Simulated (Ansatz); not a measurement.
# ZrGe2P4 monolayer in a perpendicular field, part 2 of 2

Wanted: the out-of-plane response of the ZrGe2P4 monolayer. A positive field points along +c.

Ansatz 0.2.0; plane-wave DFT, PBE-D3(BJ), Ansatz PAW.

So far. Step 2 (Relaxing the slab): The lattice constant a goes from 3.580 to 3.681 Å.

**3. Single point, field 0**

A sawtooth potential applies the field, turning back in the middle of the vacuum. With the dipole correction the typed value is the field outside the slab. The induced dipole is small, so the SCF threshold is tight.

The cell differs from the one that the last finished run ended in (c 49.243 → 27.721 Å).

Contents of input.yaml:

```yaml
crystal:
  lattice:
    - [3.6810624651, 0.0, 0.0]
    - [-1.8405312326, 3.1878936077, 0.0]
    - [0.0, 0.0, 27.7207100859]
  atoms:
    - { symbol: P, position: [0.0, 0.0, 0.3246670079] }
    - { symbol: Ge, position: [0.3333333333, 0.6666666667, 0.3622398988] }
    - { symbol: P, position: [0.3333333333, 0.6666666667, 0.445801713] }
    - { symbol: Zr, position: [0.0, 0.0, 0.5] }
    - { symbol: P, position: [0.3333333333, 0.6666666667, 0.554198287] }
    - { symbol: Ge, position: [0.3333333333, 0.6666666667, 0.6377601012] }
    - { symbol: P, position: [0.0, 0.0, 0.6753329921] }
kpoints:
  mp_grid: { grid: [18, 18, 1] }
  band_path:
    path: [[0, 0, 0], [0.5, 0, 0], [0.33333333, 0.33333333, 0], [0, 0, 0]]
    npoints: 16
hamiltonian:
  xc: pbe
  dispersion: d3bj
scf:
  occupations: { method: fermi_dirac, width: 0.02585 }
  convergence: { dr2_threshold: 1.0e-10 }
efield:
  axis: 3
  dipole_correction: true
  ramp_position: 0.97
  ramp_width: 0.06
  amplitude: 0
output:
  dos: { projected: true, e_range: [-6, 5] }
  write_potential: true
  write_density: true
  volumetric_format: npy
  elf: true
```

Launch:

```bash
ansatz run input.yaml --threads 2 --pin off --max-ram 3072MiB --backend cpu --events-out ev --progress --plain --runs-dir out
```

Numbers of over 12 decimals in the logs are rounded to 6 here.

Log:

```text
[...]
Crystal: 7 atoms, lattice volume = 325.298 Å³
Basis set: ecut = 420 eV, 6369 PW (Γ)
Bands: 37, of which v1, the nominal top of the filled ones, is band 30 counted from 1 (29 counted from 0)
Symmetry: 6 space group operations
k-points: 37 of 324 (time reversal used)
[...]
SCF iter   1: F=—  HF=-15800.640663 eV  |F-HF|=—  |Δ(HF+E_count)|=         —  Δρ=3.33e-3  dr2=4.20e-2  ethr=1.77e-3  p=0.000 e·Å  D=1.71e-14 V/Å  ΔV_dip=-0.00 eV  dr2_dipole=3.86e-8  V_vac-E_F(+/−)=5.53/5.53 eV  ⟨swp⟩=9.2  Hψ=7104  notcnv=0
efield: sawtooth ramp at fractional position 0.9700 (set: `efield.ramp_position`, or a place that a band, a saddle search or an elastic batch's reference lends), width 0.0600; the density the first Hamiltonian is built on has a dipole p = 0.000 e·Å; the dipole correction subtracts the counter field D = 1.71e-14 V/Å, which shifts the + side's vacuum level by -0.00 eV against the − side's; the planar-averaged density in the ramp window peaks in size at 5.1e-6 e/Å³
[...]
SCF iter   2: F=—  HF=-15800.661683 eV  |F-HF|=—  |Δ(HF+E_count)|=   2.10e-2  Δρ=2.36e-3  dr2=1.11e-1  ethr=7.00e-5  p=-0.000 e·Å  D=-4.36e-5 V/Å  ΔV_dip=0.00 eV  dr2_dipole=5.14e-7  V_vac-E_F(+/−)=5.55/5.55 eV  ⟨swp⟩=4.0  Hψ=3262  notcnv=0  defer=46
[...]
SCF iter  13: F=-15800.642213 eV  HF=-15800.642213 eV  |F-HF|=3.46e-11  |Δ(HF+E_count)|=  8.91e-11  Δρ=5.84e-8  dr2=1.51e-11  ethr=1.00e-12  p=-0.000 e·Å  D=-1.98e-7 V/Å  ΔV_dip=0.00 eV  dr2_dipole=6.65e-12  V_vac-E_F(+/−)=5.58/5.58 eV  ⟨swp⟩=1.5  Hψ=3199  notcnv=0
SCF 1 converged in 13 iterations: F = -15800.642213 eV  dr2 = 1.51e-11
[...]
NSCF: frozen V_eff on 49 k-points
efield: sawtooth ramp at fractional position 0.9700 (kept from the solve that this one continues, or follows in the run), width 0.0600; the density the first Hamiltonian is built on has a dipole p = -0.000 e·Å; the dipole correction subtracts the counter field D = -1.98e-7 V/Å, which shifts the + side's vacuum level by +0.00 eV against the − side's; the planar-averaged density in the ramp window peaks in size at 1.4e-6 e/Å³
WARN: The output density's exchange-correlation potential varies sharply where the density is thin. Do not read a vacuum level from v_tot or v_xc, or from such a field of the output density. On a cell that repeats whose density bears no net charge and no dipole along the vacuum's axis use v_es (v_loc + v_h of the components); under efield.dipole_correction with no amplitude use v_es + v_field, which holds any externa [...]
SCF converged after 13 iterations
Free energy (F): -15800.642213 eV
[...]
Internal energy: -15800.641137 eV  (E = F + TS)
E sigma→0 (E₀):  -15800.641675 eV
Entropy (-TS):   -0.001076 eV (-0.154 meV/atom)
Fermi energy:    0.479701 eV
Dipole field:    D = 0.000003 V/Å  (p = 0.000005 e·Å, saw-weighted, corrected)
Work function:   Φ+ = 5.5825 eV   Φ− = 5.5826 eV
Levels:          The Fermi level and band energies are counted from a zero that moves with the ramp; work functions are not
[...]
--- Band table (eV; the first three rows and the last of 37) ---
  k-point 0: bands = [... 26 lower, -0.2451, -0.0358, 0.4533, 0.4533, 1.3271, 2.3059, 2.6680, 3.5999, ... 3 higher]
  k-point 1: bands = [... 26 lower, -0.3078, -0.0769, 0.3962, 0.3965, 1.4203, 2.6080, 2.8545, 3.5631, ... 3 higher]
  k-point 2: bands = [... 26 lower, -0.4374, -0.1879, 0.2425, 0.2495, 1.4613, 2.9375, 3.0015, 3.7220, ... 3 higher]
  k-point 36: bands = [... 26 lower, -1.8043, -1.5891, -0.6437, 0.1184, 1.9302, 2.3633, 3.0139, 3.1948, ... 3 higher]
```

The job ended after 52 s (2 threads of Arm Neoverse V2, shared host; peak memory 0.82 GiB).

Numbers from this step:

| Property | Result |
| --- | --- |
| energy at zero smearing | -15800.6417 eV |
| dipole along the normal | 4.53e-6 e·Å |
| gap along the path | 0.04988 eV |
| smallest direct gap along the path | 0.1182 eV |
| ionisation energy, upper face | 5.609 eV |
| electron affinity, upper face | 5.559 eV |
| gap, the smaller of path and mesh | 0.04988 eV |

Running mean over a fixed 2.7 Å (it still follows the layers) of the planar mean; the ramp of the sawtooth is left out. The electron's electrostatic potential energy less the Fermi level by z:

```tsv
z (Å)	electron's electrostatic potential energy less the Fermi level (eV)
3.5	5.58
4.0	5.58
4.5	5.58
5.0	5.58
5.5	5.57
6.0	5.53
6.5	5.38
7.0	4.74
7.5	2.80
8.0	-0.0210
8.5	-2.69
9.0	-4.90
9.5	-6.07
10.0	-5.52
10.5	-3.93
11.0	-3.16
11.5	-2.96
12.0	-3.14
12.5	-5.33
13.0	-7.80
13.5	-8.36
14.0	-8.31
14.5	-8.27
15.0	-6.56
15.5	-3.89
16.0	-2.88
16.5	-3.09
17.0	-3.45
17.5	-4.81
18.0	-6.05
18.5	-5.61
19.0	-3.73
19.5	-1.26
20.0	1.59
20.5	4.08
21.0	5.20
21.5	5.49
22.0	5.56
22.5	5.58
23.0	5.58
23.5	5.58
24.0	5.58
24.5	5.58
```

The density of states has structure finer than the step of the table below, so its rows give means over 0.2 eV, whole bins alone (the curve runs from -6 to 2.02 eV). Peaks (eV: height): -4.21: 9.35, -2.94: 16.6, -1.56: 8.60, -1.12: 9.05, -0.95: 9.20, -0.87: 12.4, -0.65: 10.3.

The density of states by energy, zero at the Fermi level of the run, which the smearing sets inside the gap; means over each step:

```tsv
energy (eV)	density of states (states/eV a cell)
-5.8	0.404
-5.6	0.400
-5.4	0.433
-5.2	0.475
-5.0	0.718
-4.8	0.554
-4.6	0.607
-4.4	2.65
-4.2	5.38
-4.0	1.77
-3.8	3.88
-3.6	4.57
-3.4	2.75
-3.2	3.65
-3.0	6.99
-2.8	3.60
-2.6	5.60
-2.4	3.68
-2.2	3.70
-2.0	4.48
-1.8	6.16
-1.6	7.10
-1.4	5.07
-1.2	3.71
-1.0	6.69
-0.8	7.84
-0.6	5.92
-0.4	3.15
-0.2	1.62
0.0	0.372
0.2	0.954
0.4	1.80
0.6	2.86
0.8	1.93
1.0	1.56
1.2	0.460
1.4	0.200
1.6	0.989
1.8	2.77
```

Projected DOS per atom over height of the atomic layer and energy from the Fermi level. Layers: P Ge P Zr P Ge P from below.

Ten even steps from '0' (0.01 states/eV) to '9' (1.83 states/eV), each cell a mean:
```
2202022
0000000
0003000
0009000
0005000
0001000
1042401
4097904
5154515
6144416
6243426
3232323
4333334
3343433
2132312
3342433
2211122
2321232
0000000
0000000
0000000
0000000
```
Columns: height of the atomic layer (Å) from 9 to 18.7 (not evenly spaced); rows upwards: energy from the Fermi level (eV) from -5.96 to 1.96.

The electronic bands at the labelled points (eV, zero at the Fermi level of the run, which the smearing sets inside the gap):

```tsv
point	band 27	band 28	band 29	band 30	band 31	band 32	band 33	band 34
Γ	-0.72	-0.52	-0.03	-0.03	0.85	1.83	2.19	3.12
halfway	-1.24	-0.78	-0.76	-0.71	0.58	2.01	2.07	3.06
M	-1.43	-1.32	-1.23	-0.09	0.02	1.58	1.60	2.73
halfway	-1.75	-1.48	-1.01	-0.62	0.73	2.11	2.84	3.22
K	-2.28	-2.07	-1.12	-0.36	1.45	1.88	2.53	2.72
halfway	-1.59	-0.89	-0.79	-0.69	0.61	2.59	3.07	3.27
Γ	-0.72	-0.52	-0.03	-0.03	0.85	1.83	2.19	3.12
```

Valence density in the ca plane at fractional y = 0.667, with atoms of Ge and P within 0.2 Å of it. It is the smooth field of the valence electrons, not physical close to the nuclei.

Values in e/Å³, 6 rows by 16 columns, each cell a mean:
```
 0  0  0  0  0  0  0  0  0  0  0  0  0  0  0  0
 0  0  0  0  0  0  0  0  0  0  0  0  0  0  0  0
 0  0  0  0  0  0  0  0  1  0  0  1  0  0  0  0
 0  0  0  0  0  0  0  0 14  3  1  0  0  1  0  1
 0  0  0  0  0  0  0  0  8  2  1  1  0  1  1  1
 0  0  0  0  0  0  0  0  0  0  0  0  0  0  0  0
```
Columns run along c (16.0 Å, from fractional 0.05 to 0.63 of the cell), rows up along a (3.7 Å). Atoms in or near the plane, at fractional coordinates: Ge at (0.36, 0.33), P at (0.45, 0.33), P at (0.55, 0.33).

ELF in the ca plane at fractional y = 0.667, with atoms of Ge and P within 0.2 Å of it. It is the smooth field of the valence electrons, not physical close to the nuclei.

Ten even steps from '0' (0.00) to '9' (0.86), each cell a mean:
```
00000136777776421013442121134421013567777652
00000246887765410001221122112210012466788753
00000135777776531124653111246531124677777642
00000012455676543468997312589875334567654310
00000000123543335788899523899887643345421100
00000000012331025894148634762279731023310000
00000000002320015993006634730069730013310000
00000000012331125895258634873379731123310000
00000001124554344688999523799887543445532100
00000013456776543357996211489864334677665421
```
Columns run along c (16.0 Å, from fractional 0.18 to 0.76 of the cell), rows up along a (3.7 Å). Atoms in or near the plane, at fractional coordinates: Ge at (0.36, 0.33), P at (0.45, 0.33), P at (0.55, 0.33), Ge at (0.64, 0.33).

Electrostatic potential energy in the ca plane at fractional y = 0.667, with atoms of Ge and P within 0.2 Å of it. With pseudopotentials it is smooth inside the atoms' cores, unlike the true potential.

Ten even steps from '0' (-52 eV) to '9' (6 eV), each cell a mean:
```
99999999998889999999998877899999999988899999
99999999998889999999998777899999999988889999
99999999998889999999998877899999999988899999
99999999999888789998888888888899988788999999
99999999999864458885357888864468865457999999
99999999999742236851005898720037742236899999
99999999999731125740003898610027741125899999
99999999999742236861015898730047753236899999
99999999999875568886568888875578875568999999
99999999999888889999888888888899988888999999
```
Columns run along c (16.0 Å, from fractional 0.18 to 0.76 of the cell; values clipped at the 3rd and 97th percentile), rows up along a (3.7 Å). Atoms in or near the plane, at fractional coordinates: Ge at (0.36, 0.33), P at (0.45, 0.33), P at (0.55, 0.33), Ge at (0.64, 0.33).

The gap is 0.05 eV, with the valence edge 5.61 eV and the conduction edge 5.56 eV under the upper vacuum level.

**4. Atoms held, field 0.1 V/Å**

Edit input.yaml of step 3 so:

```diff
@@ -29,5 +29,4 @@
   ramp_width: 0.06
-  amplitude: 0
+  amplitude: 0.1
 output:
-  dos: { projected: true, e_range: [-6, 5] }
   write_potential: true
@@ -35,2 +34 @@
   volumetric_format: npy
-  elf: true
```

Log:

```text
[...]
Crystal: 7 atoms, lattice volume = 325.298 Å³
Basis set: ecut = 420 eV, 6369 PW (Γ)
Bands: 37, of which v1, the nominal top of the filled ones, is band 30 counted from 1 (29 counted from 0)
Symmetry: 6 space group operations
k-points: 37 of 324 (time reversal used)
[...]
k-point 0: bands = [... 26 lower, -0.2440, -0.0363, 0.4530, 0.4530, 1.3266, 2.3049, 2.6683, 3.5970, ... 3 higher]
  k-point 1: bands = [... 26 lower, -0.3068, -0.0773, 0.3959, 0.3961, 1.4199, 2.6064, 2.8554, 3.5593, ... 3 higher]
  k-point 2: bands = [... 26 lower, -0.4370, -0.1882, 0.2422, 0.2491, 1.4610, 2.9325, 3.0056, 3.7094, ... 3 higher]
  k-point 36: bands = [... 26 lower, -1.8046, -1.5897, -0.6442, 0.1185, 1.9298, 2.3627, 3.0136, 3.1939, ... 3 higher]
[key lines of the parts left out:]
SCF converged after 14 iterations
Free energy (F): -15800.646009 eV
Fermi energy:    0.479349 eV
Dipole field:    D = 0.042226 V/Å  (p = 0.075910 e·Å, saw-weighted, corrected)
```

Run time: 52 s. Hardware: 2 threads; peak memory 0.8 GiB.

The dipole is 0.0759 e·Å, and the gap 0.050 eV.

**5. Single point, field -0.1 V/Å**

Edit input.yaml of step 4 so:

```diff
@@ -29,3 +29,3 @@
   ramp_width: 0.06
-  amplitude: 0.1
+  amplitude: -0.1
 output:
```

Log:

```text
[...]
Crystal: 7 atoms, lattice volume = 325.298 Å³
Basis set: ecut = 420 eV, 6369 PW (Γ)
Bands: 37, of which v1, the nominal top of the filled ones, is band 30 counted from 1 (29 counted from 0)
Symmetry: 6 space group operations
k-points: 37 of 324 (time reversal used)
[...]
k-point 0: bands = [... 26 lower, -0.2440, -0.0363, 0.4530, 0.4530, 1.3266, 2.3049, 2.6683, 3.5970, ... 3 higher]
  k-point 1: bands = [... 26 lower, -0.3068, -0.0773, 0.3959, 0.3961, 1.4199, 2.6064, 2.8553, 3.5593, ... 3 higher]
  k-point 2: bands = [... 26 lower, -0.4370, -0.1882, 0.2422, 0.2491, 1.4610, 2.9325, 3.0056, 3.7094, ... 3 higher]
  k-point 36: bands = [... 26 lower, -1.8046, -1.5897, -0.6442, 0.1185, 1.9298, 2.3627, 3.0136, 3.1939, ... 3 higher]
[key lines of the parts left out:]
SCF converged after 15 iterations
Free energy (F): -15800.646009 eV
Fermi energy:    0.479345 eV
Dipole field:    D = -0.042225 V/Å  (p = -0.075908 e·Å, saw-weighted, corrected)
```

It took 53 s on 2 threads; peak memory 0.8 GiB; 1.7 min of CPU time.

The dipole is -0.0759 e·Å, and the gap 0.050 eV.

**6. Response, atoms held**

This step: plane-wave DFT, PBE-D3(BJ), Ansatz PAW; response to a field along the normal, atoms held (Ansatz 0.2.0).

The dipoles give the slope, and the difference of two potentials shows where the field is screened.

Numbers from this step:

```yaml
equivalent_conductor_thickness_p_eps_0ae: 11.71 Å
distance_between_the_outer_atoms: 9.721 Å
```

The dipole of the cell by applied field:

```tsv
applied field (V/Å)	dipole of the cell (e·Å)
-0.1000	-0.0759
0.0000	4.5e-6
0.1000	0.0759
```

Local field over the applied field, running mean. From the potentials at -0.1 and 0.1 V/Å; running mean over 2.5 Å. Table of local field over applied field by z:

```tsv
z (Å)	local field over applied field
5	0.995
6	0.960
7	0.784
8	0.444
9	0.132
10	0.0565
11	0.0648
12	0.0362
13	0.0304
14	0.0174
15	0.0285
16	0.0509
17	0.0587
18	0.0609
19	0.201
20	0.543
21	0.856
22	0.977
23	0.997
```

The induced electron density oscillates, so the rows of the table below give means over windows of 0.5 Å about each position, cut where the curve ends. Its maxima inside the range that stand out by 2 % of the span (Å: e/Å³ per V/Å): 7.94: 0.00355, 9.24: 8.6e-4, 11.12: 6.7e-4, 12.42: 8.9e-4, 14.44: 0.00115, 15.88: 6.3e-5, 17.47: 0.00136, 18.77: -6.5e-4. Its minima: 8.95: 6.5e-4, 10.25: -0.00136, 11.84: -6.3e-5, 13.28: -0.00115, 15.30: -8.9e-4, 16.60: -6.7e-4, 18.48: -8.6e-4, 19.78: -0.00355.

Electrons, planar mean, per unit field. Table of induced electron density by z; means over each step:

```tsv
z (Å)	induced electron density (e/Å³ per V/Å)
4.5	7.0e-6
5.0	2.3e-5
5.5	6.9e-5
6.0	2.0e-4
6.5	5.3e-4
7.0	0.00130
7.5	0.00261
8.0	0.00337
8.5	0.00185
9.0	7.6e-4
9.5	5.0e-4
10.0	-8.6e-4
10.5	-6.6e-4
11.0	5.3e-4
11.5	2.3e-4
12.0	2.3e-4
12.5	7.1e-4
13.0	-4.6e-4
13.5	-8.3e-4
14.0	3.6e-4
14.5	9.2e-4
15.0	-3.5e-4
15.5	-5.9e-4
16.0	-4.7e-5
16.5	-5.4e-4
17.0	-4.2e-6
17.5	0.00114
18.0	4.2e-5
18.5	-7.7e-4
19.0	-0.00109
19.5	-0.00295
20.0	-0.00315
20.5	-0.00183
21.0	-8.1e-4
21.5	-3.1e-4
22.0	-1.1e-4
22.5	-3.7e-5
23.0	-1.2e-5
23.5	-3.9e-6
```

The smaller of the gaps on the path and on the k-mesh, counted as 0 under 0.03 eV. Table of gap by applied field:

```tsv
applied field (V/Å)	gap (eV)
-0.1000	0.0498
0.0000	0.0499
0.1000	0.0498
```

By hand: between -0.1 and 0.1 V/Å the dipole changes by 0.1518 e·Å, a slope of 0.7591 e·Å²/V. A perfect conductor of thickness t has p = ε₀AEt, so t = 180.95 × 0.7591 / 11.735 = 11.71 Å (e/ε₀ = 180.95 V·Å, A in Å²).

The induced dipole is that of a conductor 11.71 Å thick.

**7. Outcome**

| Quantity | Value |
| --- | --- |
| gap without field | 0.0499 eV |
| ionisation energy, upper face | 5.61 eV |
| electron affinity, upper face | 5.56 eV |
| equivalent conductor thickness, atoms held | 11.7 Å |

**Reading.** The induced dipole equals that of a perfect conductor 11.71 Å thick, while the outer atoms lie 9.72 Å apart; an out-of-plane ε follows only once a thickness t is chosen, by 1 − 1/ε = 11.71 Å / t. The gap stays within 0.01 eV of 0.05 eV over the fields run, up to 0.1 V/Å in size. Semilocal functionals give gaps that are too small, and excitons are not included. Spin-orbit coupling is left out. The outer anions sit over the metal atoms, one of several polytypes of such layers and not the lowest for every compound.

[Logs are printed without paths, hosts, clocks, repeated set-up lines and the standing remarks that a program may print on its own settings, such as how far it seeks lower states.]

[Hosts, paths, dates, database ids (printed as entryN), source tags and the programs' standing remarks are cut or masked in the printed files.]

[Maps of the electrostatic potential energy from Ansatz leave out the sawtooth potential of an applied field or a dipole correction, so their vacuum need not be flat; planar profiles and work functions include it.]

[The density of states shown here was stored with 400 of the rows of the run's finer table, so its peaks can read low, often by over a quarter, or be missed, and its means over a window can be off by a tenth or more.]
